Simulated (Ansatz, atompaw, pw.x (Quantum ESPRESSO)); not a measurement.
# pw.x on fcc W: one setting changed

Potential: PAW, atompaw 4.2.0.5, PBE; core [Kr] 4d10 4f14, reference 5s2 5p6 5d4 6s2 6p0; waves: 5s (bound): rc 1.34 bohr; 6s (bound): rc 1.74 bohr; 5p (bound): rc 1.46 bohr; 6p (bound, empty): rc 1.90 bohr; 5d (bound): rc 1.90 bohr; 5d channel at 0.05 Ry: rc 1.90 bohr; local part: bessel scheme, radius 1.62 bohr; core correction: smooth core density matched at 1.42 bohr; augmentation: sinc compensation charge, radius 1.50 bohr; PAW radius 1.90 bohr; waves and projectors: custom polynom gramschmidtortho.

The reference run (k-mesh 14³, cutoffs 70/700 Ry, Fermi–Dirac 0.01 Ry, mixing_beta 0.4, conv_thr 1e-9, no spin) gives -1.72 GPa at 16.478 Å³/atom, where all-electron LAPW gives -0.06 GPa. This run, with its own iteration cap, changes degauss to 0.005.

```
&control
  calculation='scf', prefix='x', pseudo_dir='./', outdir='./tmp', tstress=.true., disk_io='none'
/
&system
  ibrav=0, nat=1, ntyp=1, ecutwfc=70, ecutrho=700, nbnd=15,
  occupations='smearing', smearing='fd', degauss=0.005
/
&electrons
  conv_thr=1e-09, mixing_beta=0.4, electron_maxstep=50
/
ATOMIC_SPECIES
W 1.0 W.UPF
CELL_PARAMETERS angstrom
  0.00000000 2.01972156 2.01972156
  2.01972156 0.00000000 2.01972156
  2.01972156 2.01972156 0.00000000
ATOMIC_POSITIONS crystal
W 0.0000 0.0000 0.0000
K_POINTS automatic
14 14 14 0 0 0
```

```bash
pw.x < W.scf.in > W.scf.out
```

Question: How does the run end?

Answer: It converges in 8 iterations; the free energy moves by +27.7 meV/atom and the pressure by -0.32 GPa. In a metal, with Fermi–Dirac smearing, F lies below its zero-width value by a term in the square of the width.

```
Message from routine setup:
     using ibrav=0 with symmetry is DISCOURAGED, use correct ibrav instead
     lattice parameter (alat)  =       5.3977  a.u.
     unit-cell volume          =     111.1991 (a.u.)^3
     number of electrons       =        14.00
     number of Kohn-Sham states=           15
     kinetic-energy cutoff     =      70.0000  Ry
     charge density cutoff     =     700.0000  Ry
     scf convergence threshold =      1.0E-09
     Exchange-correlation= SLA PW PBX PBC
     number of k points=   104  Fermi-Dirac smearing, width (Ry)=  0.0050
     iteration #  1     ecut=    70.00 Ry     beta= 0.40
     total energy              =    -760.22500370 Ry
     estimated scf accuracy    <       0.04277649 Ry
     iteration #  2     ecut=    70.00 Ry     beta= 0.40
     total energy              =    -760.22705318 Ry
     estimated scf accuracy    <       0.00530136 Ry
     iteration #  3     ecut=    70.00 Ry     beta= 0.40
     total energy              =    -760.22789854 Ry
     estimated scf accuracy    <       0.00047748 Ry
     [... 2 iterations left out ...]
     iteration #  6     ecut=    70.00 Ry     beta= 0.40
     total energy              =    -760.22791901 Ry
     estimated scf accuracy    <          9.8E-09 Ry
     iteration #  7     ecut=    70.00 Ry     beta= 0.40
     total energy              =    -760.22791901 Ry
     estimated scf accuracy    <          3.2E-09 Ry
     iteration #  8     ecut=    70.00 Ry     beta= 0.40
     the Fermi energy is    20.9654 ev
!    total energy              =    -760.22791901 Ry
     estimated scf accuracy    <          2.4E-11 Ry
     smearing contrib. (-TS)   =      -0.00140718 Ry
     convergence has been achieved in   8 iterations
          total   stress  (Ry/bohr**3)                   (kbar)     P=      -20.34
     Message from routine punch:
     Nothing written, as per user request (disk_io='none')
```

The run took about 46 s on one core of a shared server CPU.
